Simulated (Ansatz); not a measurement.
**CuCl2 in Ansatz: the effect of functional**

CuCl2:

```xyz
3
Lattice="4.4284 0.0000 0.0000 0.0000 4.4284 0.0000 0.0000 0.0000 4.2296" Properties=species:S:1:pos:R:3 pbc="T T T"
Cu    0.0000    0.0000    0.0000
Cl    0.0000    2.2142    0.0000
Cl    2.2142    0.0000    0.0000
```

Measurements of this composition are mostly on another form, of space group No. 12.

The cell isn't the ideal one: volume scaled by 0.94.

Alike in all runs:

```yaml
Program: Ansatz 0.2.0
Task: single point
Potentials_or_basis: Ansatz PAW
k_mesh: 6 × 6 × 6
Occupations: fermi-dirac, width 0.05 eV
Spin: no spin polarisation
```

```csv
functional,cutoff,pressure (GPa)
LDA,420 eV (not typed: the program's choice for these potentials),?
PBEsol,420 eV (not typed: the program's choice for these potentials),0.7
r2SCAN,500 eV (not typed: the program's choice for these potentials),1.7
```

**Question.** What does the run with functional LDA give?

**Answer.** Pressure -1.2 GPa.

Caveats: an odd number of electrons without spin polarisation forces a metal; a magnetic or distorted state may lie lower; the run has no spin polarisation, though such a crystal can be magnetic; the PAW data sets come from PBE, with cores solved anew for the run's functional, which leaves a small shift of forces and pressure; this functional lacks dispersion, which binds the layers, so the pressure and a relaxed spacing across them are unreliable (some runs).
